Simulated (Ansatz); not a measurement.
Geometry optimisation in Ansatz: input, command and trajectory.

```yaml
crystal:
  lattice:
    - [0.0, 3.5743933621, 2.1992769481]
    - [1.2707450289, 0.0, 2.1992769481]
    - [1.2707450289, 3.5743933621, 0.0]
  atoms:
    - { symbol: B, position: [7.29367e-05, 7.29367e-05, 0.9999270633] }
    - { symbol: "N", position: [0.6666270533, 0.6666270533, 0.3333729467] }
basis:
  ecutwfc: 420
kpoints:
  mp_grid: { grid: [12, 12, 12] }
hamiltonian:
  xc: pbe
  dispersion: d3bj
scf:
  occupations: { method: gaussian, width: 0.02 }
output:
  forces: true
  stress: true
  eigenvalues: true
relax:
  adjacent_minimum: "off"
  f_tol: 0.01
  max_steps: 30
  cell: { stress_tol: 0.1, fix: [volume] }
```

```bash
ansatz run input.yaml --threads 1 --pin off --max-ram 2560MiB --backend cpu --events-out ev --progress --plain --runs-dir out
```

All numbers below come from Ansatz 0.2.0, DFT PBE+D3(BJ), scalar-relativistic, plane waves, PAW.

The volume is held at 1.1 times that of the relaxed cell.

Of 6 frames 5 are shown, positions in Å and forces in eV/Å; the SCF threshold varies from step to step. Steps run on the plane waves of an earlier cell, with a Pulay correction in the pressure. The basis is chosen afresh for the last frame, the zero of the energies, and at times for earlier ones too; energy and pressure step there, also at an unchanged geometry.

```xyz
2
Lattice="0.0000 3.5744 2.1993 1.2707 0.0000 2.1993 1.2707 3.5744 0.0000" Properties=species:S:1:pos:R:3:forces:R:3 pbc="T T T" step=1 free_energy_over_end_meV_per_atom=8.57 pressure_GPa=-8.83
B     1.2707    3.5744    0.0003    0.0000    0.0000   -0.0016
N     1.2707    3.5744    2.9322    0.0000    0.0000    0.0016
2
Lattice="0.0000 3.6256 2.1837 1.2617 0.0000 2.1837 1.2617 3.6256 0.0000" Properties=species:S:1:pos:R:3:forces:R:3 pbc="T T T" step=2 free_energy_over_end_meV_per_atom=1.54 pressure_GPa=-4.48
B     1.2617    3.6256    0.0003    0.0000    0.0000   -0.0025
N     1.2617    3.6256    2.9115    0.0000    0.0000    0.0025
2
Lattice="0.0000 3.6582 2.1742 1.2560 0.0000 2.1742 1.2560 3.6582 0.0000" Properties=species:S:1:pos:R:3:forces:R:3 pbc="T T T" step=3 free_energy_over_end_meV_per_atom=0.34 pressure_GPa=-1.66
B     1.2560    3.6582    0.0003    0.0000    0.0000   -0.0019
N     1.2560    3.6582    2.8988    0.0000    0.0000    0.0019
2
Lattice="0.0000 3.6582 2.1742 1.2560 0.0000 2.1742 1.2560 3.6582 0.0000" Properties=species:S:1:pos:R:3:forces:R:3 pbc="T T T" step=4 free_energy_over_end_meV_per_atom=0.00 pressure_GPa=-1.63
B     1.2560    3.6582    0.0003    0.0000    0.0000   -0.0019
N     1.2560    3.6582    2.8988    0.0000    0.0000    0.0019
2
Lattice="0.0000 3.6600 2.1737 1.2556 0.0000 2.1737 1.2556 3.6600 0.0000" Properties=species:S:1:pos:R:3:forces:R:3 pbc="T T T" step=6 free_energy_over_end_meV_per_atom=0.00 pressure_GPa=-1.47
B     1.2556    3.6600    0.0001    0.0000    0.0000    0.0082
N     1.2556    3.6600    2.8983    0.0000    0.0000   -0.0082
```

The run took 20 s on 1 thread of Intel(R) Xeon(R) 6975P-C (Granite Rapids), on a shared host, peak memory 0.42 GiB.